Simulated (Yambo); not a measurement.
A run of Yambo 5.3.0 is set up as follows.

Contents of optics10.in:

```
optics
chi
Chimod= "HARTREE"
% BndsRnXd
 1 | 29 |
%
NGsBlkXd= 1 Ry
% LongDrXd
 0 | 0 | 1 |
%
% QpntsRXd
 1 | 1 |
%
% EnRngeXd
 0 | 10 | eV
%
% DmRngeXd
 0.1 | 0.1 | eV
%
ETStpsXd= 200
% XfnQP_E
 1.72 | 1.0 | 1.0 |
%
```

Contents of scf.in:

```
&CONTROL
  calculation = 'scf'
  prefix = 'pwscf'
  outdir = './tmp'
  pseudo_dir = './pseudo'
/
&SYSTEM
  ibrav = 0
  A = 2.52206604
  nat = 2
  ntyp = 1
  ecutwfc = 82
  nbnd = 9
  occupations = 'smearing'
  smearing = 'fd'
  degauss = 0.00367493
  force_symmorphic = .true.
/
&ELECTRONS
  conv_thr = 4d-10
  electron_maxstep = 120
  mixing_beta = 0.5
/
ATOMIC_SPECIES
C     12.0110 C.upf
CELL_PARAMETERS alat
   0.0000000000    0.7071067814    0.7071067814
   0.7071067814    0.0000000000    0.7071067814
   0.7071067814    0.7071067814    0.0000000000
ATOMIC_POSITIONS alat
C      1.0606601721    1.0606601721    1.0606601721
C      0.7071067814    0.7071067814    0.7071067814
K_POINTS automatic
12 12 12 0 0 0
```

File nscf.in:

```
&CONTROL
  calculation = 'nscf'
  prefix = 'pwscf'
  outdir = './tmp'
  pseudo_dir = './pseudo'
/
&SYSTEM
  ibrav = 0
  A = 2.52206604
  nat = 2
  ntyp = 1
  ecutwfc = 82
  nbnd = 104
  occupations = 'fixed'
  force_symmorphic = .true.
/
&ELECTRONS
  conv_thr = 1d-08
  diago_full_acc = .true.
  diago_thr_init = 1d-06
/
ATOMIC_SPECIES
C     12.0110 C.upf
CELL_PARAMETERS alat
   0.0000000000    0.7071067814    0.7071067814
   0.7071067814    0.0000000000    0.7071067814
   0.7071067814    0.7071067814    0.0000000000
ATOMIC_POSITIONS alat
C      1.0606601721    1.0606601721    1.0606601721
C      0.7071067814    0.7071067814    0.7071067814
K_POINTS automatic
6 6 6 0 0 0
```

Potentials or basis: PseudoDojo 0.4.1 SR PBE standard.

Run with:

```console
$ OMP_NUM_THREADS=1 pw.x -in scf.in > scf.out
$ OMP_NUM_THREADS=1 pw.x -in nscf.in > nscf.out
$ cd tmp/pwscf.save; p2y; mv SAVE ../..; cd ../..
$ OMP_NUM_THREADS=1 yambo
$ OMP_NUM_THREADS=1 yambo -F optics10.in -J optics10 -C optics10_out
```

Estimate the electronic dielectric constant along the field.

5.34.

What does it give for the electronic dielectric constant along the field, independent particles?

5.47.

Predict the band gap on the k mesh, mean-field level.

4.21 eV, indirect (least direct gap 5.62 eV).

Dielectric function (along the field direction of the input):
| energy (eV) | real part | imaginary part |
| --- | --- | --- |
| 0.25 | 5.35 | 0.03 |
| 0.45 | 5.35 | 0.03 |
| 0.70 | 5.36 | 0.03 |
| 0.95 | 5.37 | 0.03 |
| 1.21 | 5.39 | 0.04 |
| 1.46 | 5.41 | 0.04 |
| 1.71 | 5.43 | 0.04 |
| 1.96 | 5.46 | 0.04 |
| 2.21 | 5.49 | 0.04 |
| 2.46 | 5.53 | 0.04 |
| 2.71 | 5.57 | 0.04 |
| 2.96 | 5.62 | 0.04 |
| 3.22 | 5.68 | 0.04 |
| 3.47 | 5.74 | 0.05 |
| 3.72 | 5.80 | 0.05 |
| 3.97 | 5.88 | 0.05 |
| 4.22 | 5.96 | 0.05 |
| 4.47 | 6.06 | 0.06 |
| 4.72 | 6.17 | 0.06 |
| 4.97 | 6.29 | 0.07 |
| 5.23 | 6.42 | 0.08 |
| 5.48 | 6.58 | 0.08 |
| 5.73 | 6.77 | 0.10 |
| 5.98 | 6.99 | 0.11 |
| 6.23 | 7.27 | 0.14 |
| 6.48 | 7.64 | 0.19 |
| 6.73 | 8.19 | 0.30 |
| 6.98 | 9.19 | 0.67 |
| 7.24 | 11.37 | 3.72 |
| 7.49 | 3.93 | 2.82 |
| 7.74 | 6.14 | 0.66 |
| 7.99 | 7.28 | 0.40 |
| 8.24 | 8.18 | 0.37 |
| 8.49 | 9.14 | 0.44 |
| 8.74 | 10.43 | 0.68 |
| 8.99 | 12.72 | 1.61 |
| 9.25 | 13.04 | 10.02 |
| 9.50 | 10.53 | 4.01 |
| 9.75 | 5.64 | 13.26 |
| 10.00 | 7.34 | 3.81 |

Caveat: the k mesh is coarse (spacing up to 0.51 Å⁻¹), so the values aren't converged; the scissor is the correction of the direct gap in an earlier G0W0 run on the same states; spectra need much finer meshes, so this one isn't converged; these spectra lack excitons. A k mesh can miss the band edges.
